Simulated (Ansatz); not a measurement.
Computed properties of PbO₂

```yaml
crystal:
  lattice:
    - [0.00000, 2.70387, 2.70387]
    - [2.70387, 0.00000, 2.70387]
    - [2.70387, 2.70387, 0.00000]
  atoms:
    - { symbol: Pb, position: [0.00000, 0.00000, 0.00000] }
    - { symbol: O, position: [0.25000, 0.25000, 0.25000] }
    - { symbol: O, position: [0.75000, 0.75000, 0.75000] }
```

Atom numbers follow the list: Pb1, O2, O3.

The structure comes from a relaxation in the same program, started in the fluorite type, and has space group Fm-3m. Whether it is a known phase or the ground state wasn't checked.

No spin–orbit coupling, which matters for the heavy atoms here.

Methods: DFT, PBE, all-electron LAPW, scalar-relativistic (Ansatz 0.2.0); DFT, PBE, PAW with Ansatz's default frozen-core files, scalar-relativistic (Ansatz 0.2.0).

For LAPW: a Γ-centred 11×11×11 k mesh, Fermi–Dirac smearing of 0.08 eV, basis error target 1 meV/atom, no spin polarisation. PAW takes a cutoff of 420 eV at this cell. The Ansatz runs share mesh, smearing and spin set-up. Values come from LAPW unless marked.

| Item | Value |
| --- | --- |
| Band gap | none: bands cross the Fermi level, a metal |
| Density of states at the Fermi level (0.2 eV bin) | 0.06 states/eV per cell |
| Löwdin charges (with 0.09 e of the cell spilling out of the atomic basis, so their sizes and signs hang on that basis) | Pb1 1.38, O2 -0.65 e |
| Bader charges (from the PAW run) | Pb1 +1.99, O2 -1.00 e |
| Volume per atom | 13.18 Å³ |
| Pressure at this cell | 0.04 GPa |
